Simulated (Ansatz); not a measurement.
WC: course of a relaxation

Theory: DFT PBEsol, scalar-relativistic, plane waves, PAW in Ansatz. Settings: 420 eV cutoff, 18×18×14 k-mesh, Gaussian smearing of 0.10 eV, no spin polarisation.

What was changed: relaxed at -1 GPa.

Spin–orbit coupling is left out, which can shift energies with elements as heavy as these.

Command:

```bash
ansatz run input.yaml --threads 1 --pin off --max-ram 2560MiB --backend cpu --events-out ev --progress --plain --runs-dir out
```

Input:

```yaml
crystal:
  lattice:
    - [2.9076763167, 0.0, 0.0]
    - [-1.4538381583, 2.5181215562, 0.0]
    - [0.0, 0.0, 2.8367299728]
  atoms:
    - { symbol: W, position: [0.0, 0.0, 0.0] }
    - { symbol: C, position: [0.6666666667, 0.3333333333, 0.5] }
basis:
  ecutwfc: 420
kpoints:
  mp_grid: { grid: [18, 18, 14] }
hamiltonian:
  xc: pbesol
scf:
  occupations: { method: gaussian, width: 0.1 }
output:
  forces: true
  stress: true
  eigenvalues: true
relax:
  adjacent_minimum: "off"
  f_tol: 0.008
  max_steps: 50
  cell: { stress_tol: 0.08, p_target: -1.0 }
```

F is the free energy. Steps run on the plane waves of an earlier cell, but the last one, and at times one on the way, on a freshly chosen basis, so a repeated geometry can differ a little in energy. The relaxation lowers the enthalpy F + PV at the target pressure, so F itself can rise.

Steps:

```csv
step,F − F(1) (eV),largest force component (eV/Å),V (Å³/atom),P (GPa)
1,0.0000,0.000,10.385,-3.85
2,-0.0027,0.000,10.271,0.57
3,-0.0024,0.000,10.312,-0.94
4,-0.0025,0.000,10.312,-1.00
5,-0.0022,0.000,10.312,-1.01
```

Relaxed structure:

```yaml
crystal:
  lattice:
    - [2.90101, 0.00000, 0.00000]
    - [-1.45051, 2.51235, 0.00000]
    - [0.00000, 0.00000, 2.82967]
  atoms:
    - { symbol: W, position: [0.00000, 0.00000, 0.00000] }
    - { symbol: C, position: [0.66667, 0.33333, 0.50000] }
```

Symmetry: P-6m2, No. 187, hexagonal system. Conventional cell: a = 2.901 Å, b = 2.901 Å, c = 2.830 Å, α = 90.00°, β = 90.00°, γ = 120.00°. Around W (site symmetry -6m2) lie 6 C at 2.19 Å. Around C (site symmetry -6m2) lie 6 W at 2.19 Å.

The run converged. It took 45 s on 1 thread of Arm Neoverse V1, on a shared host, peak memory 0.39 GiB.